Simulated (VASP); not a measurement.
# Hf (Im-3m) in VASP: further runs, part 2 of 2

VASP 6.6.1.

### 3 Relaxation of cell and atoms, PBEsol, target pressure 100 GPa, at which the enthalpy is minimised

This run uses another cell than the first one, of 13.60 Å³/atom, 0.938 times its volume.

INCAR reads:

```
PREC = Accurate
ENCUT = 350
EDIFF = 1E-7
ISMEAR = 0
SIGMA = 0.1
LREAL = False
LASPH = True
NELM = 80
ALGO = Fast
ISIF = 3
LWAVE = False
LCHARG = False
GGA = PS
IBRION = 2
NSW = 80
EDIFFG = -0.002
PSTRESS = 1000
```

KPOINTS reads:

```
Automatic mesh
0
Gamma
  16 16 16
```

POSCAR reads:

```
Hf                                      
1.0
   -1.5037302306      1.5037302306      1.5037302306
    1.5037302306     -1.5037302306      1.5037302306
    1.5037302306      1.5037302306     -1.5037302306
  Hf            
     1
Direct
     0.0000000000000000    0.0000000000000000    0.0000000000000000
```

Potentials or basis: VASP PAW PBE potentials, release 64 (Hf_pv).

The run is started by

```bash
$ cat potpaw_PBE.64/Hf_pv/POTCAR > POTCAR
$ mpirun -np 1 vasp_std > vasp.out
```

OUTCAR:

```text
PREC = Accurate
   ENCUT = 350
   EDIFF = 1E-7
   ISMEAR = 0
   LREAL = False
   LASPH = True
   NELM = 80
   ISIF = 3
   GGA = PS
   IBRION = 2
   NSW = 80
   EDIFFG = -0.002
   PSTRESS = 1000

 ion  position               nearest neighbor table
   1  0.000  0.000  0.000-

  LATTYP: Found a body centered cubic cell.
 ALAT       =     3.0074604612

  Lattice vectors:

 A1 = (  -1.5037302306,   1.5037302306,   1.5037302306)
 A2 = (   1.5037302306,  -1.5037302306,   1.5037302306)
 A3 = (   1.5037302306,   1.5037302306,  -1.5037302306)

Analysis of symmetry for initial positions (statically):
=====================================================================
 Subroutine PRICEL returns:
 Original cell was already a primitive cell.

 Routine SETGRP: Setting up the symmetry group for a
 body centered cubic supercell.

 Subroutine GETGRP returns: Found 48 space group operations
 (whereof 48 operations were pure point group operations)
 out of a pool of 48 trial point group operations.

The static configuration has the point symmetry O_h .

Analysis of symmetry for dynamics (positions and initial velocities):
=====================================================================
 Subroutine PRICEL returns:
 Original cell was already a primitive cell.

 Routine SETGRP: Setting up the symmetry group for a
 body centered cubic supercell.

 Subroutine GETGRP returns: Found 48 space group operations
 (whereof 48 operations were pure point group operations)
 out of a pool of 48 trial point group operations.

The dynamic configuration has the point symmetry O_h .

 Subroutine INISYM returns: Found 48 space group operations
 (whereof 48 operations are pure point group operations),
 and found     1 'primitive' translations

----------------------------------------------------------------------------------------

                                     Primitive cell

  volume of cell :      13.6010

  direct lattice vectors                    reciprocal lattice vectors
    -1.503730231  1.503730231  1.503730231     0.000000000  0.332506450  0.332506450
     1.503730231 -1.503730231  1.503730231     0.332506450  0.000000000  0.332506450
     1.503730231  1.503730231 -1.503730231     0.332506450  0.332506450  0.000000000

  length of vectors
     2.604537160  2.604537160  2.604537160     0.470235130  0.470235130  0.470235130

  position of ions in fractional coordinates (direct lattice)
     0.000000000  0.000000000  0.000000000

  ion indices of the primitive-cell ions
   primitive index   ion index
                 1           1

----------------------------------------------------------------------------------------

 KPOINTS: Automatic mesh

Automatic generation of k-mesh.
 Grid dimensions read from file:
 generate k-points for:   16   16   16

 Generating k-lattice:

  Cartesian coordinates                     Fractional coordinates (reciprocal lattice)
     0.000000000  0.020781653  0.020781653     0.062500000  0.000000000  0.000000000
     0.020781653  0.000000000  0.020781653     0.000000000  0.062500000  0.000000000
     0.020781653  0.020781653  0.000000000     0.000000000  0.000000000  0.062500000
[... 40 lines left out ...]
   number of dos      NEDOS =    301   number of ions     NIONS =      1
   total plane-waves  NPLWV =   4096
   dimension x,y,z NGX =    16 NGY =   16 NGZ =   16
   dimension x,y,z NGXF=    32 NGYF=   32 NGZF=   32
   ions per type =               1
   NGX,Y,Z   is equivalent  to a cutoff of  10.21, 10.21, 10.21 a.u.
   NGXF,Y,Z  is equivalent  to a cutoff of  20.43, 20.43, 20.43 a.u.
 SYSTEM =  unknown system
   PREC   = accura    normal or accurate (medium, high low for compatibility)
   ISTART =      0    job   : 0-new  1-cont  2-samecut
   ICHARG =      2    charge: 1-file 2-atom 10-const
   ISPIN  =      1    spin polarized calculation?
   LNONCOLLINEAR =      F non collinear calculations
   LSORBIT =      F    spin-orbit coupling
   LASPH  =      T    aspherical Exc in radial PAW
   ENCUT  =  350.0 eV  25.72 Ry    5.07 a.u.   3.97  3.97  3.97*2*pi/ulx,y,z
   NELM   =     80;   NELMIN=  2; NELMDL= -5     # of ELM steps
   EDIFF  = 0.1E-06   stopping-criterion for ELM
   LREAL  =      F    real-space projection
   EDIFFG = -.2E-02   stopping-criterion for IOM
   NSW    =     80    number of steps for IOM
   IBRION =      2    ionic relax: 0-MD 1-quasi-New 2-CG
   NFREE  =      1    steps in history (QN), initial steepest desc. (CG)
   ISIF   =      3    stress and relaxation
   ISYM   =      2    0-nonsym 1-usesym 2-fastsym
   POTIM  = 0.5000    time-step for ionic-motion
   TEBEG  =    0.0;   TEEND  =   0.0 temperature during run
   PSTRESS= 1000.0 pullay stress
   NELECT =      10.0000    total number of electrons
   NUPDOWN=      -1.0000    fix difference up-down
   EMIN   =  10.00;   EMAX   =-10.00  energy-range for DOS
   EFERMI =   0.00;   METHOD = LEGACY
   ISMEAR =     0;   SIGMA  =   0.10  broadening in eV -4-tet -1-fermi 0-gaus
   EFERMI_NEDOS =   21; number of points for ismear=-14 and -15
   IALGO  =     68    algorithm
   IMIX   =      4    mixing-type and parameters
     AMIX     =   0.40;   BMIX     =  1.00
     AMIX_MAG =   1.60;   BMIX_MAG =  1.00
  volume/ion in A,a.u.               =      13.60        91.78
  Fermi-wavevector in a.u.,A,eV,Ry     =   1.477582  2.792225 29.704897  2.183248
  Thomas-Fermi vector in A             =   2.591968
   LORBIT       =      0    0 simple, 1 ext, 2 COOP (PROOUT), +10 PAW based schemes
   GGA     = PS    functional components
   LHFCALC =     F    Hartree Fock is set to
   AEXX    =    0.0000 exact exchange contribution
   IVDW    =     0    specifies the selected vdW correction
   LEPSILON=     F    determine dielectric tensor
   LRPA    =     F    only Hartree local field effects (RPA)
 conjugate gradient relaxation of ions
 non-spin polarized calculation
 RMM-DIIS sequential band-by-band and
 Gauss-broadening in eV      SIGMA  =   0.10
  energy-cutoff  :      350.00
  volume of cell :       13.60
 maximum number of plane-waves:       236
   NGX =  7   NGY =  7   NGZ =  7

--------------------------------------- Ionic step        1  -------------------------------------------

 number of electron      10.0000000 magnetization

 number of electron       9.9999995 magnetization

 Free energy of the ion-electron system (eV)
  ---------------------------------------------------
  ext. energy  EPLUGINS =         0.00000000
  ---------------------------------------------------
  free energy    TOTEN  =        -8.64486479 eV

  energy without entropy =       -8.64183186  energy(sigma->0) =       -8.64334832

------------------------ aborting loop because EDIFF is reached ----------------------------------------

  FORCE on cell =-STRESS in cart. coord.  units (eV):
  Direction    XX          YY          ZZ          XY          YZ          ZX
  --------------------------------------------------------------------------------------
  -------------------------------------------------------------------------------------
  Total        8.4868400      8.4868400      8.4868400     -0.0000000     -0.0000000     -0.0000000
  in kB      999.7394158    999.7394158    999.7394158     -0.0000000     -0.0000000     -0.0000000
  external PRESSURE =      -0.2605842 kB  Pullay stress =    1000.0000000 kB
[... 61 lines left out ...]
--------------------------------------- Ionic step        3  -------------------------------------------

 number of electron       9.9999995 magnetization

 Free energy of the ion-electron system (eV)
  ---------------------------------------------------
  ext. energy  EPLUGINS =         0.00000000
  ---------------------------------------------------
  free energy    TOTEN  =        -8.64434757 eV

  energy without entropy =       -8.64131475  energy(sigma->0) =       -8.64283116

 E-fermi :   8.3501     XC(G=0): -13.8871

 val. band max:        8.3471660386   @ k =   0.1875   0.1250   0.0000
 cond. band min:       8.3665642977   @ k =  -0.2500   0.2500   0.1250
 fundamental gap:      0.0193982591
 Fermi energy:         8.3500744610

 k-point     1 :       0.0000    0.0000    0.0000
  band No.  band energies     occupation
      1     -19.4796      2.00000
      2     -19.4796      2.00000
      3     -19.4796      2.00000
      4       0.2509      2.00000
      5       9.9856      0.00000
      6       9.9856      0.00000
      7       9.9856      0.00000
      8      14.4692      0.00000
      9      14.4692      0.00000
[... 265 lines left out ...]
 k-point    24 :       0.2500    0.1875    0.0000
  band No.  band energies     occupation
      1     -22.3861      2.00000
      2     -20.7009      2.00000
      3     -19.8225      2.00000
      4       4.8547      2.00000
      5       7.1092      2.00000
      6       8.8670      0.00000
      7      13.6420      0.00000
      8      16.4093      0.00000
      9      19.3547      0.00000

 [... further k-points ...]
[... 5 lines left out ...]
  --------------------------------------------------------------------------------------
  -------------------------------------------------------------------------------------
  Total        8.4880939      8.4880939      8.4880939      0.0000000      0.0000000      0.0000000
  in kB      999.9480543    999.9480543    999.9480543      0.0000000      0.0000000      0.0000000
  external PRESSURE =      -0.0519457 kB  Pullay stress =    1000.0000000 kB
[... 20 lines left out ...]
  energy  without entropy=       -8.6413147454  energy(sigma->0) =       -8.64283116

  enthalpy is  TOTEN    =        -0.1558127581 eV   P V=        8.4885348109

 reached required accuracy - stopping structural energy minimisation
```

CONTCAR:

```text
Hf
   1.00000000000000
    -1.5036996836499819    1.5036996836499819    1.5036996836499819
     1.5036996836499819   -1.5036996836499819    1.5036996836499819
     1.5036996836499819    1.5036996836499819   -1.5036996836499819
  Hf
     1
Direct
     0.0000000000000000    0.0000000000000000    0.0000000000000000

  0.00000000E+00  0.00000000E+00  0.00000000E+00
```

Wall time 5.7 s (1 thread of Intel Xeon 6975P-C (Granite Rapids), shared host); peak memory 0.12 GiB.

Results:

| Item | Value |
| --- | --- |
| Free energy | -8.6443 eV |
| Energy change on relaxing (the enthalpy is what falls) | +0.5 meV/atom |
| Ionic steps | 3 |
| Pressure after relaxing | 100.0 GPa |
| Band gap on the k mesh | none (metal or under the smearing width) |

Step by step:
| step | energy change (eV) | largest force (eV/Å) | pressure (GPa) | volume (Å³) |
| --- | --- | --- | --- | --- |
| 1 | 0.0000 | 0.0000 | 99.97 | 13.60 |
| 2 | 0.0027 | 0.0000 | 100.11 | 13.60 |
| 3 | 0.0005 | 0.0000 | 99.99 | 13.60 |

Final structure:
```
Hf
1.0
    -1.50370    1.50370    1.50370
     1.50370   -1.50370    1.50370
     1.50370    1.50370   -1.50370
Hf
1
Direct
  0.00000 0.00000 0.00000
```

Levels at points of the mesh, in eV from the Fermi level:
```
           k point  band 1  band 2  band 3  band 4  band 5  band 6  band 7  band 8  band 9
(0.00, 0.00, 0.00)  -27.83  -27.83  -27.83   -8.10    1.64    1.64    1.64    6.12    6.12
(0.50, 0.00, 0.00)  -31.46  -28.92  -27.91   -5.38   -1.95    4.75    6.53    8.09   13.12
(0.50, 0.50, 0.50)  -30.22  -30.22  -30.22   -5.60   -5.60   11.30   11.30   11.30   12.84
```

Caveat: the cell is relaxed towards a set pressure, so the enthalpy falls and the energy may rise; the PAW data sets were made with another functional, which shifts forces and pressure a little. The run has no spin-orbit coupling, so splittings on Hf are missing.
